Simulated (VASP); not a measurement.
# Ag in VASP: further runs

One slab, Ag, is run at these levels: PBEsol, RPBE, revPBE; tasks: relaxation of the atoms.

All numbers are computed with VASP 6.6.1; they aren't measurements. Logs are shortened: lines on timing, memory, paths and dates and some standing lists are left out, and cuts for length are marked.

### Step 1. The structure

The cell holds a slab with vacuum, 7 atoms: a = 2.946 Å, b = 2.946 Å, c = 29.409 Å, α = 90.00°, β = 90.00°, γ = 120.00°.

The slab is cut from a database's or a generator's crystal, which needn't be the stable form of the element.

### Step 2. Relaxation of the atoms, PBEsol

The input, INCAR:

```
SYSTEM = Ag
  ALGO = Normal
  DIPOL = 0.5 0.5 0.500
  EDIFF = 1E-7
  EDIFFG = -0.005
  ENCUT = 520
  GGA = PS
  IBRION = 2
  IDIPOL = 3
  ISIF = 2
  ISMEAR = -1
  LASPH = .TRUE.
  LCHARG = .FALSE.
  LDIPOL = .TRUE.
  LREAL = .FALSE.
  LWAVE = .FALSE.
  NELM = 100
  NSW = 60
  PREC = Accurate
  SIGMA = 0.05
```

The input, KPOINTS:

```
k-points
0
G
  7 7 1
  0 0 0
```

The input, POSCAR:

```
Ag
1.0
    2.9460943265      0.0000000000      0.0000000000
   -1.4730471633      2.5513925288      0.0000000000
    0.0000000000      0.0000000000     29.4093000000
Ag
7
Selective dynamics
Direct
    0.0000000000      0.0000000000      0.2550213708  F F F
    0.6666666667      0.3333333333      0.3366377160  F F F
    0.3333333334      0.6666666667      0.4182540611  F F F
    0.6666666667      0.3333333333      0.5000000000  T T T
    0.3333333334      0.6666666667      0.5816163452  T T T
    0.0000000000      0.0000000000      0.6632326903  T T T
    0.3333333334      0.6666666667      0.7449786292  T T T
```

Potentials or basis: VASP PAW PBE potentials, release 64 (Ag).

Started as:

```bash
$ cat potpaw_PBE.64/Ag/POTCAR > POTCAR
$ mpirun -np 1 vasp_std > vasp.out
```

OUTCAR:

```text
SYSTEM = Ag
   EDIFF = 1E-7
   EDIFFG = -0.005
   ENCUT = 520
   GGA = PS
   IBRION = 2
   ISIF = 2
   ISMEAR = -1
   LASPH = .TRUE.
   LREAL = .FALSE.
   NELM = 100
   NSW = 60
   PREC = Accurate

 ion  position               nearest neighbor table
   1  0.000  0.000  0.255-   2 2.94   2 2.94   2 2.94
   2  0.667  0.333  0.337-   3 2.94   3 2.94   3 2.94   1 2.94   1 2.94   1 2.94
   3  0.333  0.667  0.418-   2 2.94   2 2.94   2 2.94   4 2.94   4 2.94   4 2.94
   4  0.667  0.333  0.500-   5 2.94   5 2.94   5 2.94   3 2.94   3 2.94   3 2.94
   5  0.333  0.667  0.582-   6 2.94   6 2.94   6 2.94   4 2.94   4 2.94   4 2.94
   6  0.000  0.000  0.663-   5 2.94   5 2.94   5 2.94   7 2.94   7 2.94   7 2.94
   7  0.333  0.667  0.745-   6 2.94   6 2.94   6 2.94

  LATTYP: Found a hexagonal cell.
 ALAT       =     2.9460943265
 C/A-ratio  =     9.9824706003

  Lattice vectors:

 A1 = (   2.9460943265,   0.0000000000,   0.0000000000)
 A2 = (  -1.4730471633,   2.5513925288,   0.0000000000)
 A3 = (   0.0000000000,   0.0000000000,  29.4093000000)

Analysis of symmetry for initial positions (statically):
=====================================================================
 Subroutine PRICEL returns:
 Original cell was already a primitive cell.

 Routine SETGRP: Setting up the symmetry group for a
 hexagonal supercell.

 Subroutine GETGRP returns: Found  6 space group operations
 (whereof  6 operations were pure point group operations)
 out of a pool of 24 trial point group operations.

The static configuration has the point symmetry C_3v.

Analysis of symmetry for dynamics (positions and initial velocities):
=====================================================================
 Subroutine PRICEL returns:
 Original cell was already a primitive cell.

 Routine SETGRP: Setting up the symmetry group for a
 hexagonal supercell.

 Subroutine GETGRP returns: Found  6 space group operations
 (whereof  6 operations were pure point group operations)
 out of a pool of 24 trial point group operations.

The dynamic configuration has the point symmetry C_3v.

Analysis of constrained symmetry for selective dynamics:
=====================================================================
 Subroutine PRICEL returns:
 Original cell was already a primitive cell.

 Routine SETGRP: Setting up the symmetry group for a
 hexagonal supercell.

 Subroutine GETGRP returns: Found  6 space group operations
 (whereof  6 operations were pure point group operations)
 out of a pool of 24 trial point group operations.

The constrained configuration has the point symmetry C_3v.

 Subroutine INISYM returns: Found  6 space group operations
 (whereof  6 operations are pure point group operations),
 and found     1 'primitive' translations

----------------------------------------------------------------------------------------

                                     Primitive cell

  volume of cell :     221.0592

  direct lattice vectors                    reciprocal lattice vectors
     2.946094326  0.000000000  0.000000000     0.339432445  0.195971413  0.000000000
    -1.473047163  2.551392529  0.000000000     0.000000000  0.391942827  0.000000000
     0.000000000  0.000000000 29.409300000     0.000000000  0.000000000  0.034002849

  length of vectors
     2.946094326  2.946094327 29.409300000     0.391942827  0.391942827  0.034002849

  position of ions in fractional coordinates (direct lattice)
     0.000000000  0.000000000  0.255021371
     0.666666667  0.333333333  0.336637716
     0.333333333  0.666666667  0.418254061
     0.666666667  0.333333333  0.500000000
     0.333333333  0.666666667  0.581616345
     0.000000000  0.000000000  0.663232690
     0.333333333  0.666666667  0.744978629

  ion indices of the primitive-cell ions
   primitive index   ion index
                 1           1
                 2           2
                 3           3
                 4           4
                 5           5
                 6           6
                 7           7

----------------------------------------------------------------------------------------

 KPOINTS: k-points

Automatic generation of k-mesh.
 Grid dimensions read from file:
 generate k-points for:    7    7    1

 Generating k-lattice:

  Cartesian coordinates                     Fractional coordinates (reciprocal lattice)
     0.048490349  0.027995916  0.000000000     0.142857143  0.000000000  0.000000000
     0.000000000  0.055991832  0.000000000     0.000000000  0.142857143  0.000000000
     0.000000000  0.000000000  0.034002849     0.000000000  0.000000000  1.000000000

  Length of vectors
     0.055991832  0.055991832  0.034002849

  Shift w.r.t. Gamma in fractional coordinates (k-lattice)
     0.000000000  0.000000000  0.000000000

 Subroutine IBZKPT returns following result:
 ===========================================

 Found      8 irreducible k-points:

 Following reciprocal coordinates:
            Coordinates               Weight
  0.000000  0.000000  0.000000      1.000000
  0.142857 -0.000000  0.000000      6.000000
  0.285714  0.000000  0.000000      6.000000
  0.428571 -0.000000  0.000000      6.000000
  0.142857  0.142857  0.000000      6.000000
  0.285714  0.142857  0.000000     12.000000
  0.428571  0.142857  0.000000      6.000000
  0.285714  0.285714  0.000000      6.000000
   k-points           NKPTS =      8   k-points in BZ     NKDIM =      8   number of bands    NBANDS=     46
   number of dos      NEDOS =    301   number of ions     NIONS =      7
   total plane-waves  NPLWV = 129024
   dimension x,y,z NGX =    24 NGY =   24 NGZ =  224
   dimension x,y,z NGXF=    48 NGYF=   48 NGZF=  448
   ions per type =               7
   NGX,Y,Z   is equivalent  to a cutoff of  13.54, 13.54, 12.66 a.u.
   NGXF,Y,Z  is equivalent  to a cutoff of  27.09, 27.09, 25.32 a.u.
 SYSTEM =  Ag
   PREC   = accura    normal or accurate (medium, high low for compatibility)
   ISTART =      0    job   : 0-new  1-cont  2-samecut
   ICHARG =      2    charge: 1-file 2-atom 10-const
   ISPIN  =      1    spin polarized calculation?
   LNONCOLLINEAR =      F non collinear calculations
   LSORBIT =      F    spin-orbit coupling
   LASPH  =      T    aspherical Exc in radial PAW
   ENCUT  =  520.0 eV  38.22 Ry    6.18 a.u.   5.48  5.48 54.68*2*pi/ulx,y,z
   NELM   =    100;   NELMIN=  2; NELMDL= -5     # of ELM steps
   EDIFF  = 0.1E-06   stopping-criterion for ELM
   LREAL  =      F    real-space projection
   EDIFFG = -.5E-02   stopping-criterion for IOM
   NSW    =     60    number of steps for IOM
   IBRION =      2    ionic relax: 0-MD 1-quasi-New 2-CG
   NFREE  =      1    steps in history (QN), initial steepest desc. (CG)
   ISIF   =      2    stress and relaxation
   ISYM   =      2    0-nonsym 1-usesym 2-fastsym
   POTIM  = 0.5000    time-step for ionic-motion
   TEBEG  =    0.0;   TEEND  =   0.0 temperature during run
   PSTRESS=    0.0 pullay stress
   NELECT =      77.0000    total number of electrons
   NUPDOWN=      -1.0000    fix difference up-down
   EMIN   =  10.00;   EMAX   =-10.00  energy-range for DOS
   EFERMI =   0.00;   METHOD = LEGACY
   ISMEAR =    -1;   SIGMA  =   0.05  broadening in eV -4-tet -1-fermi 0-gaus
   EFERMI_NEDOS =   21; number of points for ismear=-14 and -15
   IALGO  =     38    algorithm
   IMIX   =      4    mixing-type and parameters
     AMIX     =   0.40;   BMIX     =  1.00
     AMIX_MAG =   1.60;   BMIX_MAG =  1.00
  volume/ion in A,a.u.               =      31.58       213.11
  Fermi-wavevector in a.u.,A,eV,Ry     =   1.151867  2.176712 18.052166  1.326797
  Thomas-Fermi vector in A             =   2.288521
   LORBIT       =      0    0 simple, 1 ext, 2 COOP (PROOUT), +10 PAW based schemes
   GGA     = PS    functional components
   LHFCALC =     F    Hartree Fock is set to
   AEXX    =    0.0000 exact exchange contribution
   IVDW    =     0    specifies the selected vdW correction
   LEPSILON=     F    determine dielectric tensor
   LRPA    =     F    only Hartree local field effects (RPA)
 conjugate gradient relaxation of ions
 non-spin polarized calculation
  energy-cutoff  :      520.00
  volume of cell :      221.06
 maximum number of plane-waves:      6073
 NGX is ok and might be reduce to    24
   NGX = 11   NGY = 11   NGZ =109

--------------------------------------- Ionic step        1  -------------------------------------------

 number of electron      77.0000020 magnetization

 Free energy of the ion-electron system (eV)
  ---------------------------------------------------
  ext. energy  EPLUGINS =         0.00000000
  ---------------------------------------------------
  free energy    TOTEN  =       -22.13705261 eV

  energy without entropy =      -22.12505156  energy(sigma->0) =      -22.13105209

------------------------ aborting loop because EDIFF is reached ----------------------------------------

  FORCE on cell =-STRESS in cart. coord.  units (eV):
  Direction    XX          YY          ZZ          XY          YZ          ZX
  --------------------------------------------------------------------------------------
  -------------------------------------------------------------------------------------
  Total       -7.0538371     -7.0538371     -5.5157608      0.0000000      0.0000000      0.0000000
  in kB      -51.1243020    -51.1243020    -39.9767413      0.0000000      0.0000000      0.0000000
  external PRESSURE =     -47.4084484 kB  Pullay stress =       0.0000000 kB
[... 104 lines left out ...]
  FREE ENERGIE OF THE ION-ELECTRON SYSTEM (eV)
  ---------------------------------------------------
  free  energy   TOTEN  =       -22.1628917860 eV

  energy  without entropy=      -22.1501546194  energy(sigma->0) =      -22.15652320

 dipolmoment           0.000000      0.000000      0.023805 electrons x Angstroem

[... ionic steps 4 to 24 ...]

--------------------------------------- Ionic step       25  -------------------------------------------

 number of electron      77.0000011 magnetization

------------------------ aborting loop because EDIFF is reached ----------------------------------------
[... 38 lines left out ...]
 number of electron      77.0000010 magnetization

------------------------ aborting loop because EDIFF is reached ----------------------------------------

 vacuum level on the upper side and lower side of the slab       (xc-potential included)        -0.057         0.008

  FORCE on cell =-STRESS in cart. coord.  units (eV):
  Direction    XX          YY          ZZ          XY          YZ          ZX
  --------------------------------------------------------------------------------------
  -------------------------------------------------------------------------------------
  Total       -5.8124209     -5.8124209     -1.9781215      0.0000000      0.0000000     -0.0000000
  in kB      -42.1268534    -42.1268534    -14.3368892      0.0000000      0.0000000     -0.0000000
  external PRESSURE =     -32.8635320 kB  Pullay stress =       0.0000000 kB
[... 28 lines left out ...]
--------------------------------------- Ionic step       27  -------------------------------------------

 number of electron      77.0000010 magnetization

 dipolmoment           0.000000      0.000000     -0.003566 electrons x Angstroem

 Free energy of the ion-electron system (eV)
  ---------------------------------------------------
  ext. energy  EPLUGINS =         0.00000000
  ---------------------------------------------------
  free energy    TOTEN  =       -22.22948097 eV

  energy without entropy =      -22.21737980  energy(sigma->0) =      -22.22343039

 E-fermi :   2.5383     XC(G=0):  -7.3290

 val. band max:        2.1577470287   @ k =   0.0000   0.0000   0.0000
 cond. band min:       2.5796423727   @ k =   0.4286  -0.0000   0.0000
 fundamental gap:      0.4218953440
 Fermi energy:         2.5382697049

 k-point     1 :       0.0000    0.0000    0.0000
  band No.  band energies     occupation
      1      -5.2250      2.00000
      2      -4.6958      2.00000
      3      -4.1355      2.00000
      4      -3.9268      2.00000
      5      -3.7483      2.00000
      6      -3.5877      2.00000
[... 381 lines left out ...]
     45       7.6233      0.00000
     46       7.9039      0.00000

------------------------ aborting loop because EDIFF is reached ----------------------------------------

 vacuum level on the upper side and lower side of the slab       (xc-potential included)        -0.066        -0.005

  FORCE on cell =-STRESS in cart. coord.  units (eV):
  Direction    XX          YY          ZZ          XY          YZ          ZX
  --------------------------------------------------------------------------------------
  -------------------------------------------------------------------------------------
  Total       -5.8148896     -5.8148896     -1.9851954      0.0000000     -0.0000000     -0.0000000
  in kB      -42.1447459    -42.1447459    -14.3881590      0.0000000     -0.0000000     -0.0000000
  external PRESSURE =     -32.8925503 kB  Pullay stress =       0.0000000 kB
[... 22 lines left out ...]
  FREE ENERGIE OF THE ION-ELECTRON SYSTEM (eV)
  ---------------------------------------------------
  free  energy   TOTEN  =       -22.2294809747 eV

  energy  without entropy=      -22.2173797959  energy(sigma->0) =      -22.22343039

 reached required accuracy - stopping structural energy minimisation

 vacuum level on the upper side and lower side of the slab         6.822         6.886
```

Wall time 17 min (1 thread of Intel Xeon 6975P-C (Granite Rapids), shared host); peak memory 0.38 GiB.

Results:

- Free energy: -22.2295 eV
- Energy gained by relaxing: 13.2 meV/atom
- Ionic steps: 27
- Band gap on the k mesh: none (metal or under the smearing width)

The path:
```
step  energy change (eV)  largest force (eV/Å)  pressure (GPa)
   1              0.0000                0.4372           -4.74
   2             -0.0087                0.4373           -4.69
   3             -0.0258                0.4381           -4.49
   4             -0.0037                0.8005           -3.92
   5             -0.0283                0.4388           -4.40
   6             -0.0360                0.4399           -4.34
   7             -0.0495                0.4433           -4.13
   8             -0.0502                0.4444           -4.05
   9             -0.0558                0.4448           -3.98
  10             -0.0677                0.4456           -3.74
  11             -0.0634                0.5115           -3.18
  12             -0.0709                0.4463           -3.55
  13             -0.0807                0.4458           -3.51
  14             -0.0916                0.4441           -3.32
  15             -0.0920                0.4442           -3.36
  16             -0.0920                0.4442           -3.36
  17             -0.0922                0.4443           -3.35
  18             -0.0922                0.4445           -3.35
  19             -0.0923                0.4444           -3.33
  20             -0.0923                0.4445           -3.32
  21             -0.0924                0.4446           -3.31
  22             -0.0924                0.4449           -3.31
  23             -0.0924                0.4445           -3.31
  24             -0.0924                0.4446           -3.30
  25             -0.0924                0.4445           -3.29
  26             -0.0924                0.4446           -3.29
  27             -0.0924                0.4448           -3.29
```

Final structure:
```
CELL_PARAMETERS angstrom
2.94609 0.00000 0.00000
-1.47305 2.55139 0.00000
0.00000 0.00000 29.40930
ATOMIC_POSITIONS crystal
Ag 0.00000 0.00000 0.25502
Ag 0.66667 0.33333 0.33664
Ag 0.33333 0.66667 0.41825
Ag 0.66667 0.33333 0.49633
Ag 0.33333 0.66667 0.57448
Ag 0.00000 0.00000 0.65254
Ag 0.33333 0.66667 0.72942
```

Levels at points of the mesh, in eV from the Fermi level:
| k point | band 36 | band 37 | band 38 | band 39 | band 40 | band 41 | band 42 | band 43 |
| --- | --- | --- | --- | --- | --- | --- | --- | --- |
| (0.00, 0.00, 0.00) | -3.34 | -3.18 | -3.18 | -3.11 | -3.11 | -1.98 | -0.38 | 0.13 |

Caveat: the PAW data sets were made with another functional, which shifts forces and pressure a little.

### Step 3. Relaxation of the atoms, RPBE

Edit INCAR of step 2 so:

```diff
@@ -6,3 +6,3 @@
   ENCUT = 520
-  GGA = PS
+  GGA = RP
   IBRION = 2
```

KPOINTS is that of step 2.

POSCAR is that of step 2.

Potentials or basis: VASP PAW PBE potentials, release 64 (Ag).

Started as:

```bash
$ cat potpaw_PBE.64/Ag/POTCAR > POTCAR
$ mpirun -np 1 vasp_std > vasp.out
```

Run time: 8.5 min. Hardware: 1 thread of Intel Xeon 6975P-C (Granite Rapids), shared host; peak memory 0.39 GiB.

The run converged. Its results:

- Free energy: -15.0420 eV
- Energy gained by relaxing: 1.5 meV/atom
- Ionic steps: 16
- Band gap on the k mesh: none (metal or under the smearing width)

Step by step:
| step | energy change (eV) | largest force (eV/Å) | pressure (GPa) |
| --- | --- | --- | --- |
| 1 | 0.0000 | 0.0803 | 0.92 |
| 2 | -0.0004 | 0.0774 | 0.91 |
| 3 | -0.0016 | 0.0774 | 0.89 |
| 4 | -0.0029 | 0.0803 | 0.85 |
| 5 | -0.0022 | 0.1585 | 0.77 |
| 6 | -0.0032 | 0.1066 | 0.82 |
| 7 | -0.0036 | 0.1021 | 0.81 |
| 8 | -0.0048 | 0.0890 | 0.77 |
| 9 | -0.0067 | 0.0764 | 0.70 |
| 10 | -0.0084 | 0.0973 | 0.57 |
| 11 | -0.0085 | 0.1046 | 0.54 |
| 12 | -0.0094 | 0.0747 | 0.52 |
| 13 | -0.0101 | 0.1109 | 0.47 |
| 14 | -0.0101 | 0.1054 | 0.47 |
| 15 | -0.0104 | 0.1121 | 0.47 |
| 16 | -0.0106 | 0.1185 | 0.48 |

Final structure:
```cif
data_structure
_symmetry_space_group_name_H-M 'P 1'
_symmetry_Int_Tables_number 1
_cell_length_a 2.9461
_cell_length_b 2.9461
_cell_length_c 29.4093
_cell_angle_alpha 90.000
_cell_angle_beta 90.000
_cell_angle_gamma 120.000
_cell_volume 221.06
loop_
_atom_site_label
_atom_site_type_symbol
_atom_site_fract_x
_atom_site_fract_y
_atom_site_fract_z
_atom_site_occupancy
Ag1 Ag 0.00000 0.00000 0.25502 1
Ag2 Ag 0.66667 0.33333 0.33664 1
Ag3 Ag 0.33333 0.66667 0.41825 1
Ag4 Ag 0.66667 0.33333 0.50172 1
Ag5 Ag 0.33333 0.66667 0.58494 1
Ag6 Ag 0.00000 0.00000 0.66812 1
Ag7 Ag 0.33333 0.66667 0.75045 1
```

Levels at points of the mesh, in eV from the Fermi level:
```
           k point  band 35  band 36  band 37  band 38  band 39  band 40  band 41  band 42  band 43  band 44
(0.00, 0.00, 0.00)    -3.33    -3.27    -3.19    -3.19    -3.17    -3.17    -1.97    -0.43     0.08     3.44
```

Caveat: the PAW data sets were made with another functional, which shifts forces and pressure a little.

[end of part 1 of 2]
